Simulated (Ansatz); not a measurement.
# A Mg vacancy in rocksalt MgO, 63 atoms, charge −2

All numbers come from Ansatz (PAW, plane waves, no spin–orbit coupling) at the single k point (¼, ¼, ¼) without its symmetry partners. The atoms were relaxed with PBEsol in a fixed cell; other functionals are single points on those atoms unless said otherwise. The valence top and gap of the host come from its small cell on a dense mesh, with the band extrema sought between the mesh points, lined up by the mean potential, PBEsol gap 4.62 eV, r²SCAN gap 5.61 eV. The charge correction uses an assumed dielectric constant of 9.8.

Cell: a = 8.429 Å, b = 8.429 Å, c = 8.429 Å, α = 90.00°, β = 90.00°, γ = 90.00°.

Nearest atoms after relaxation, from the placed atom (for vacancies from the middle of the vacant sites): O at 2.23 Å, O at 2.23 Å, O at 2.23 Å, O at 2.23 Å, O at 2.24 Å, O at 2.24 Å, Mg at 2.90 Å, Mg at 2.90 Å.

Chemical potentials μ are those of reference phases of the elements at zero temperature by the same functional (the usual solids, diamond for C, grey Sn, and the molecules H2, N2, O2, F2, Cl2, Br2 and S8).

| functional | E(defect) − E(host) − Σ nμ + q·E_VBM (eV) | monopole (eV) | alignment (eV) | formation energy at E_F = VBM (eV) | moment (μB) | wall time, shared host |
| --- | --- | --- | --- | --- | --- | --- |
| PBEsol | 7.98 | 0.99 | 0.26 | 9.23 | 0.0 | 5 s on NVIDIA H100 (relaxation) |

(1) Estimate the formation energy and moment that r²SCAN gives on these atoms.

(2) How does the monopole term follow by hand for this cubic cell?

r²SCAN one-electron levels near the gap (the ten most localised at most), from the host's valence top, not corrected for the charge's images:

```csv
level (eV),spin,filling,atoms sharing it,element of the atom with most weight
-0.20,up,1.00,12.4,O
-0.20,up,1.00,12.4,O
-0.20,down,1.00,12.4,O
-0.20,down,1.00,12.4,O
-0.06,up,1.00,14.0,O
-0.06,up,1.00,14.0,O
-0.06,down,1.00,14.0,O
-0.06,down,1.00,14.0,O
```

All elements are taken at their own reference at once; growth conditions in equilibrium with the host shift these energies, by up to the host's formation enthalpy.

One k point and a cell of this size can leave errors of several tenths of an eV in such numbers.

Answers

(1) 10.00 eV at E_F = VBM (8.73 eV before the monopole term 0.99 eV and the alignment 0.28 eV), moment 0.0 μB.

(2) q²·α·e²/(4πε₀)/(2εL) with the Madelung constant α = 2.837 and e²/4πε₀ = 14.40 eV·Å: 4 × 2.837 × 14.40 / (2 × 9.8 × 8.429) = 0.99 eV.
